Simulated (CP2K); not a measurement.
# YN under changes of volume

One of the cells (14.500 Å³/atom); the others are scaled copies at fixed shape and fractional positions:

```
CELL_PARAMETERS angstrom
3.44856 0.00000 0.00000
1.72428 2.98654 0.00000
1.72428 0.99551 2.81574
ATOMIC_POSITIONS crystal
Y 0.00000 0.00000 0.00000
N 0.50000 0.50000 0.50000
```

| Property | Result |
| --- | --- |
| Program | CP2K 2026.2 |
| Functional | PBEsol |
| Potentials or basis | POTENTIAL_UZH Y GTH-PBE-q11, N GTH-PBE-q5; TZVP-MOLOPT-PBE-GTH basis |
| Density cutoff | 6123 eV |
| k mesh | 9 × 9 × 9 |
| Occupations | fermi-dirac, width 0.05 eV |
| Spin | no spin polarisation |

```tsv
volume (Å³/atom)	energy over the lowest point (meV/atom)	pressure (GPa)
13.630	27.14	11.2
13.920	?	?
14.210	2.07	2.9
14.500	0.00	-0.6
14.790	4.00	-3.8
15.080	13.48	-6.7
15.370	27.89	-9.2
```

**Question.** What does the run at 13.920 Å³/atom give?

**Answer.** Energy over the lowest point 10.87 meV/atom; pressure 6.8 GPa.

Worked out: A Birch-Murnaghan fit of order 3 (a polynomial in V^(-2/3)) to the other rows has its minimum at 14.45 Å³/atom with B0 = V·E''(V) = 170 GPa and B' = 4.2. It gives 10.87 meV/atom at 13.920 Å³/atom, against the run's 10.87, and -dE/dV = 6.9 GPa, against 6.8.

Energies are extrapolated to zero smearing.

Caveats: the potentials were made for another functional, which shifts forces and pressure; the basis of atomic orbitals isn't converged, which shifts pressures, moduli and gaps.
